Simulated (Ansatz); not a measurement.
**Sensitivity of the G0W0 gap of AlN (F-43m)**

A base run on AlN (F-43m), then changed inputs.

Method: G0W0 on PBE, plane waves, PAW; PAW set soft_1, in Ansatz 0.2.0.

### Step 1. The starting structure

The structure is cubic, space group F-43m (No. 216). The conventional cell has a = 4.368 Å, b = 4.368 Å, c = 4.368 Å, α = 90.00°, β = 90.00°, γ = 90.00°. Al has 4 N at 1.89 Å nearest. Nearest to N lie 4 Al at 1.89 Å. Farther neighbours and most contacts between anions are not listed.

The cell and positions are those that the Materials Project relaxed with its own functionals (PBE, PBE+U or r2SCAN), kept fixed. This is not the form that AlN usually takes at ambient conditions.

### Step 2. The base run: 6×6×6 mesh, 62 empty bands, screening to 120 eV, plasmon pole, PAW set soft_1 files

G0W0 replaces the xc potential by the self-energy, built once from these orbitals. Only a window of levels is corrected, while the sums run over the empty bands that the input names. This step takes PAW set soft_1 files.

input.yaml

```yaml
crystal:
  lattice:
    - [0.0, 2.1839935596, 2.1839935596]
    - [2.1839935596, 0.0, 2.1839935596]
    - [2.1839935596, 2.1839935596, 0.0]
  atoms:
    - { symbol: Al, position: [0.0, 0.0, 0.0] }
    - { symbol: "N", position: [0.75, 0.75, 0.75] }
kpoints:
  mp_grid: { grid: [6, 6, 6] }
hamiltonian:
  xc: pbe
  pseudopotentials: { kind: paw, azcp: { folder: soft_1 } }
scf:
  occupations: { method: fixed }
gw:
  n_empty_bands: 62
  ecut_chi: 120
  qp_bands: [v2, c2]
  qp_kpoints: band_edges
  screening: { model: godby_needs }
```

Command:

```
$ ansatz run input.yaml --threads 3 --pin off --max-ram 92160MiB --backend cuda --events-out ev --progress --plain --runs-dir out --devices 1 --max-vram 13GiB
```

Numbers of over 12 decimals in the logs are rounded to 6 here.

The program printed:

```text
GPUs: using 1 of 1 available (devices: 1).
Engine: ansatz 0.2.0, x86_64-unknown-linux-gnu
Pseudopotentials: kind: paw
Pseudopotential: Al, paw, valence charge 3, recommended cutoff 420 eV (normal), soft_1/Al.paw.azcp
Pseudopotential: N, paw, valence charge 5, recommended cutoff 420 eV (normal), soft_1/N.paw.azcp
Functional definition: PBE
  parameter kappa = 0.804
  parameter beta = 0.066725
  exchange = pbe_x(kappa = kappa, mu = beta*pi^2/3)
  correlation = pbe_c(beta = beta)
device memory: the entry about to start is reckoned to put 0.4 GiB on a device that reports 53.7 GiB free (of which the cap on the GPU budget leaves the run 13.0 GiB)
GPU FFT provider: cuFFT
GPU libraries: cuBLAS 13.8.2, cuFFT 12.4.0, cuSOLVER 12.3.4
Crystal: 2 atoms, lattice volume = 20.835 Å³
Basis set: ecut = 420 eV, 411 PW (Γ)
Bands: 8, of which v1, the nominal top of the filled ones, is band 4 counted from 1 (3 counted from 0)
Symmetry: 24 space group operations
Space group: F-43m (ITA 216), of the structure as read, at distance tolerance 2.8e-5 Å
k-points: 16 of 216 (time reversal used)
Non-local potential: Al, projectors of the file, l = 0: 2, l = 1: 2, l = 2: 1
Non-local potential: N, projectors of the file, l = 0: 2, l = 1: 2, l = 2: 1
PAW form: soft (Blöchl's): semilocal exchange-correlation on the pseudo side does not see the compensation charge
PAW one-centre angular grid: Al, 110 points (default); XC on 64 Gauss nodes
PAW one-centre angular grid: N, 110 points (default); XC on 64 Gauss nodes
Initial density: superposition of atomic densities (chi_scale 0.1, normalization cell, long waves kept (reshape's long-wave potential 0.00 eV rms))
Initial wavefunctions: pseudopotential atomic-orbital guess
GPU buffer pool allocated for 13824 grid points (all kernels)
GPU transforms: local potential and band sums: pruned to the plane-wave sphere, on 24×24×24
Functional: x = pbe(κ = 0.804, μ = 0.219515), c = pbe(β = 0.066725)
SCF iter   1: F=—  HF=-925.658789 eV  |F-HF|=—  |Δ(HF+E_count)|=         —  Δρ=1.39e-1  dr2=4.93e0  ethr=3.10e-3  ⟨swp⟩=4.2  Hψ=839  notcnv=0  defer=4
preconditioner: auto → none  [insulator: Δε(μ)=5.460 eV  Ē_g=16.570 eV  n_scr=0 (ndim 8)  ℏωp=23.0 eV  f_vac=0.000  ε∞_Penn≈2.9]
SCF iter   2: F=—  HF=-924.424811 eV  |F-HF|=—  |Δ(HF+E_count)|=    1.23e0  Δρ=7.73e-2  dr2=7.44e-1  ethr=3.10e-3  ⟨swp⟩=2.7  Hψ=400  notcnv=0  defer=20
SCF iter   3: F=—  HF=-924.214508 eV  |F-HF|=—  |Δ(HF+E_count)|=   2.10e-1  Δρ=2.34e-2  dr2=5.69e-2  ethr=3.10e-3  ⟨swp⟩=2.6  Hψ=345  notcnv=0  defer=28
SCF iter   4: F=—  HF=-924.207733 eV  |F-HF|=—  |Δ(HF+E_count)|=   6.78e-3  Δρ=1.45e-3  dr2=2.17e-4  ethr=7.12e-4  ⟨swp⟩=2.0  Hψ=162  notcnv=0  defer=30
[...]
E_nonlocal   = 44.656391
  E_hartree    = 77.121741
  E_xc         = -99.069739
  E_vxc        = -107.006535  (∫ρ·V_xc dr)
  E_paw        = -597.912116  (= ΣΔE_a)
  E_vpaw       = -24.136877  (= ΣTr[D̂ρ^β])
  E_aug_tail   = 0.000837  (compensation charges beyond the density's cutoff)
  E_ewald      = -296.603555
  E_smearing   = -0.000000  (= −TS)
  E_closure    = 0.000000  (closes the sum)
  Σ components = -924.207667   (vs F -924.207667, Δ=0.00e0)
--- Band table (eV; the first three rows and the last of 16) ---
  k-point 0: bands = ["-7.9981", "6.9655", "6.9655", "6.9655", "11.1514", "19.5431", "19.5431", "19.5431"]
  k-point 1: bands = ["-7.6016", "5.1152", "6.8345", "6.8345", "12.5774", "18.6294", "19.7025", "19.7025"]
  k-point 2: bands = ["-6.6187", "2.4255", "6.5971", "6.5971", "13.9750", "17.3721", "18.6938", "18.6938"]
  k-point 15: bands = ["-5.2817", "2.6615", "4.1949", "4.4753", "12.2125", "17.2783", "19.9470", "19.9915"]
--- G₀W₀: ω_p = 23.0097 eV, 216 q-points, 62 empty bands' worth ---
  eigenvalues of the whole cell's RPA ε∞ on this k-mesh (on a slab, of 1 + 4πα/V) = 4.4070, 4.4070, 4.4070; static W/v taken at q = 0 is 0.226914
  GN-PPA: 379690/837177 pairs with Re ω̃² < 0 across q-mesh
  bands read: the sum over 66 bands ends inside a degenerate multiplet in 4 slots, whose members it reads at an even weight; the widest, k=0: bands 65 to 67 (counted from 1) at 2/3 each
  gw.qp_kpoints: band_edges: 9 of 16 stored k-points solved, in 1 pass; an edge of the gap read off the rows below is read off those points alone
    valence top: of the k-points left out ik 4 came nearest to being solved in a further pass, in band 3 (counted from 1, as in the quasiparticle table): it holds the edge there only if its correction is more favourable than any solved in that band by at least 0.515 eV; those differ by 0.340 eV
    conduction bottom: of the k-points left out ik 15 came nearest to being solved in a further pass, in band 5 (counted from 1, as in the quasiparticle table): it holds the edge there only if its correction is more favourable than any solved in that band by at least 1.924 eV; those differ by 0.562 eV
    ik  band        ε_KS         Σx   Σc(E_QP)       V_xc       Z   E_QP_lin       E_QP  E_QP is
     0     3      6.9655   -21.7299     3.3223   -17.6767  0.7889     6.2312     6.2345  root
     0     4      6.9655   -21.7299     3.3223   -17.6767  0.7889     6.2312     6.2345  root
     0     5     11.1514    -9.8106    -3.8460   -14.4660  0.8196    11.9640    11.9608  root
     0     6     19.5431    -6.5416    -5.1626   -12.7903  0.8204    20.6370    20.6292  root
     1     3      6.8345   -21.7241     3.3556   -17.6174  0.7886     6.0799     6.0834  root
     1     4      6.8345   -21.7241     3.3556   -17.6174  0.7886     6.0799     6.0834  root
     1     5     12.5774   -10.1092    -4.0139   -15.0503  0.8128    13.5090    13.5046  root
     1     6     18.6294    -6.9105    -5.1415   -13.1362  0.8155    19.7217    19.7136  root
[...]
12     3      5.1996   -21.2109     3.6769   -16.5476  0.7852     4.2063     4.2132  root
    12     4      5.1996   -21.2109     3.6769   -16.5476  0.7852     4.2063     4.2132  root
    12     5     10.2882    -5.8665    -3.8136   -10.1533  0.8363    10.7625    10.7614  root
    12     6     15.5843    -6.0620    -4.4425   -11.3011  0.8386    16.3843    16.3809  root
[key lines of the parts left out:]
SCF converged after 7 iterations
Free energy (F): -924.207667 eV
Fermi energy:    6.965493 eV
```

Run time: 12 s. Hardware: 1 × NVIDIA H100 80GB HBM3 (shared by 6 runs) with 3 threads of AMD EPYC 7R13 (Zen 3), shared host; peak memory 0.95 GiB; 11 s of CPU time.

This step gave:

- bands summed: 66
- plasmon-pole fit frequency: 23.01 eV
- RPA ε∞ on this mesh (eigenvalues): 4.407, 4.407, 4.407
- plane waves in the screening matrix: 59
- q-points in the mesh: 216
- G0W0 gap on the mesh: 4.527 eV
- k of the valence top: 0, 0, 0
- k of the conduction bottom: 0, -0.5, -0.5
- starting gap on the mesh: 3.323 eV
- Z at the valence top: 0.7889
- Z at the conduction bottom: 0.8363
- least direct G0W0 gap on the computed points: 5.726 eV

The gap on the mesh goes from 3.32 eV to 4.53 eV, a correction of +1.20 eV. Between the two edge states, bare exchange in place of the xc potential would open the gap by 8.34 eV, and correlation takes back 7.14 eV.

### Step 3. Variant: plasmon pole at a typed frequency

input.yaml: that of step 2 with these lines changed.

```diff
@@ -16,4 +16,4 @@
 gw:
-  n_empty_bands: 62
-  ecut_chi: 120
+  n_empty_bands: 47
+  ecut_chi: 100
   qp_bands: [v2, c2]
@@ -21 +21,2 @@
   screening: { model: godby_needs }
+  plasmon_pole_fit_frequency: 40
```

The program printed:

```text
GPUs: using 1 of 1 available (devices: 1).
[...]
GPU FFT provider: cuFFT
GPU libraries: cuBLAS 13.8.2, cuFFT 12.4.0, cuSOLVER 12.3.4
Crystal: 2 atoms, lattice volume = 20.835 Å³
Basis set: ecut = 420 eV, 411 PW (Γ)
Bands: 8, of which v1, the nominal top of the filled ones, is band 4 counted from 1 (3 counted from 0)
[... 1 set-up line as in the run before ...]
[...]
k-points: 16 of 216 (time reversal used)
[...]
GPU buffer pool allocated for 13824 grid points (all kernels)
[...]
SCF iter   1: F=—  HF=-925.658789 eV  |F-HF|=—  |Δ(HF+E_count)|=         —  Δρ=1.39e-1  dr2=4.93e0  ethr=3.10e-3  ⟨swp⟩=4.2  Hψ=839  notcnv=0  defer=4
[...]
SCF iter   7: F=-924.207667 eV  HF=-924.207667 eV  |F-HF|=3.73e-9  |Δ(HF+E_count)|=   5.43e-8  Δρ=4.88e-6  dr2=3.02e-9  ethr=1.25e-9  ⟨swp⟩=3.9  Hψ=575  notcnv=0
SCF 1 converged in 7 iterations: F = -924.207667 eV  dr2 = 3.02e-9
[...]
NSCF: frozen V_eff on 16 k-points, pencils in batches of 32, up to order 32
[...]
NSCF: frozen V_eff on 16 k-points
G₀W₀ screening: q 1/16
[... further progress lines ...]
[...]
SCF converged after 7 iterations
Free energy (F): -924.207667 eV
[...]
Internal energy: -924.207667 eV  (E = F + TS)
E sigma→0 (E₀):  -924.207667 eV
Fermi energy:    6.965493 eV
[...]
--- Band table (eV; the first three rows and the last of 16) ---
[...]
--- G₀W₀: ω_p = 40.0000 eV, 216 q-points, 47 empty bands' worth ---
[...]
GN-PPA: 172076/481107 pairs with Re ω̃² < 0 across q-mesh
[...]
0     3      6.9655   -21.7299     3.3635   -17.6767  0.7995     6.2732     6.2758  root
     0     4      6.9655   -21.7299     3.3635   -17.6767  0.7995     6.2732     6.2758  root
     0     5     11.1514    -9.8106    -3.8360   -14.4660  0.8287    11.9737    11.9708  root
     0     6     19.5431    -6.5416    -5.1428   -12.7903  0.8341    20.6708    20.6489  root
     1     3      6.8345   -21.7241     3.3945   -17.6174  0.7993     6.1194     6.1223  root
     1     4      6.8345   -21.7241     3.3945   -17.6174  0.7993     6.1194     6.1223  root
     1     5     12.5774   -10.1092    -3.9829   -15.0503  0.8222    13.5399    13.5356  root
     1     6     18.6294    -6.9105    -5.1130   -13.1362  0.8231    19.7499    19.7421  root
[...]
12     3      5.1996   -21.2109     3.6886   -16.5476  0.7957     4.2165     4.2249  root
    12     4      5.1996   -21.2109     3.6886   -16.5476  0.7957     4.2165     4.2249  root
    12     5     10.2882    -5.8665    -3.8438   -10.1533  0.8437    10.7320    10.7312  root
    12     6     15.5843    -6.0620    -4.4542   -11.3011  0.8457    16.3722    16.3692  root
```

The job ended after 13 s (1 × NVIDIA H100 80GB HBM3 (shared by 6 runs) with 3 threads; peak memory 0.93 GiB).

The G0W0 gap on the mesh is 4.455 eV.

Against the base:

| setting | base | variant |
| --- | --- | --- |
| empty bands | 62 | 47 |
| screening cutoff (eV) | 120 | 100 |
| plasmon pole fit frequency | - | 40 |

| quantity | variant | base |
| --- | --- | --- |
| starting gap on the mesh | 3.323 | 3.323 |
| G0W0 gap on the mesh | 4.455 | 4.527 |
| least direct G0W0 gap on the computed points | 5.695 | 5.726 |
| Z at the valence top | 0.799 | 0.789 |
| Z at the conduction bottom | 0.844 | 0.836 |

### Step 4. What came out

```yaml
base: 4.53 eV, 12 s
plasmon_pole_at_a_typed_frequency: 4.46 eV, 13 s
```

Plasmon pole at a typed frequency: the gap moves by −0.07 eV. The variant differs from the base in empty bands, screening cutoff and plasmon pole fit frequency together, so the change can't be laid to one of them. All runs here use a coarse mesh and modest cutoffs; they test settings and are not final values.

[Paths, hosts, dates, memory and timing lines, banners, echoed tables and standing remarks are left out of the program output.]

[Logs are printed without paths, hosts, clocks, repeated set-up lines and the standing remarks that a program may print on its own settings, such as how far it seeks lower states.]

[Runs of the session that timed out or met a known fault of the program may be left out.]

[Cells called generated may have been cut or substituted from an entry of the Crystallography Open Database or the Materials Project.]

[Hosts, paths, dates, database ids (printed as entryN), source tags and the programs' standing remarks are cut or masked in the printed files.]
